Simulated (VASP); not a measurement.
Set up this calculation in VASP 6.6.1, as the native input.

| Item | Value |
| --- | --- |
| Task | single point |
| Functional | PBEsol |
| Potentials or basis | VASP PAW PBE potentials, release 64 (Bi_d, Te) |
| Cutoff | 520 eV |
| k mesh | 6 × 6 × 6 |
| Occupations | gaussian, width 0.1 eV |
| Spin | no spin polarisation |
| Dipole correction | no |
| Further INCAR settings | ALGO = Fast; EDIFF = 1e-07; NBANDS = 32 |

The structure of Bi2Te3 lies in POSCAR:

```
Bi2Te3
1.0
    2.2090652234      1.2754044014     10.7524330131
   -2.2090652234      1.2754044014     10.7524330131
    0.0000000000     -2.5508088028     10.7524330131
Bi Te
2 3
Direct
    0.6031702300      0.6031702300      0.6031702300
    0.3968297700      0.3968297700      0.3968297700
    0.7831922600      0.7831922600      0.7831922600
    0.0000000000      0.0000000000      0.0000000000
    0.2168077400      0.2168077400      0.2168077400
```

The cell is a database's computed one.

The input as run:

INCAR

```
SYSTEM = Bi2Te3
  ALGO = Fast
  EDIFF = 1E-7
  ENCUT = 520
  GGA = PS
  ISIF = 2
  ISMEAR = 0
  LASPH = .TRUE.
  LCHARG = .FALSE.
  LREAL = .FALSE.
  LWAVE = .FALSE.
  NBANDS = 32
  NELM = 100
  PREC = Accurate
  SIGMA = 0.1
```

KPOINTS

```
k-points
0
G
  6 6 6
  0 0 0
```

Potentials or basis: VASP PAW PBE potentials, release 64 (Bi_d, Te).

The run is started by

```bash
$ cat potpaw_PBE.64/Bi_d/POTCAR potpaw_PBE.64/Te/POTCAR > POTCAR
$ mpirun -np 1 vasp_std > vasp.out
```

Results of the run:

```yaml
Pressure: -1.5 GPa
Largest_force: 0.081 eV/Å
Band_gap_on_the_k_mesh: 0.54 eV, direct
```

Caveat: the PAW data sets were made with another functional, which shifts forces and pressure a little; spin-orbit coupling is left out, which as a rule narrows the gap of such compounds by several tenths of an eV.

Run time: 28 min on 1 thread of Intel(R) Xeon(R) Platinum 8259CL CPU @ 2.50GHz (Skylake/Cascade Lake) (shared host), peak memory 1.2 GiB.
